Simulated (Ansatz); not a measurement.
Data:

Starting cell, BaF$_{2}$ (fluorite):

```yaml
crystal:
  lattice:
    - [0.00000, 6.24626, 6.24626]
    - [3.12313, 0.00000, 3.12313]
    - [3.12313, 3.12313, 0.00000]
  atoms:
    - { symbol: Ba, position: [0.00000, 0.00000, 0.00000] }
    - { symbol: Ba, position: [0.50000, 0.00000, 0.00000] }
    - { symbol: F, position: [0.12500, 0.25000, 0.25000] }
    - { symbol: F, position: [0.62500, 0.25000, 0.25000] }
    - { symbol: F, position: [0.37500, 0.75000, 0.75000] }
    - { symbol: F, position: [0.87500, 0.75000, 0.75000] }
```

The atoms are displaced by Q × the pattern below (from a DFPT mode at L = (0.5, 0.0, 0.0), largest move 1; Q in Å), at fixed cell. (q is in reciprocal vectors of the primitive cell; the cell shown is doubled to hold the pattern.)

```tsv
atom	x	y	z
F3	-0.577	0.577	0.577
F4	0.577	-0.577	-0.577
F5	-0.577	0.577	0.577
F6	0.577	-0.577	-0.577
```

Atoms not listed stay in place.

Calculation: PBE (plane waves to 420 eV, PAW, scalar-relativistic; Ansatz, a quantum-chemistry and plane-wave program). k mesh 9×9×9 (Γ-centred), Fermi-Dirac smearing 0.05 eV. E stands for the smeared free energy. BaF2 was relaxed with its symmetry unable to fall. The zero of ΔE is the undisplaced structure.

The scan covers Q from -0.280 to 0.280 Å in 13 points.

Which space group does the distorted structure have?

R-3m (No. 166), lowered from Fm-3m.

What is the energy change at Q = 0.280 Å?

857 meV/cell.

What harmonic wavenumber does the curvature at Q = 0 give?

274 cm⁻¹.

(A displaced cell: forces are minus the slopes of the energy, force constants its curvatures, and phonons follow from these.)
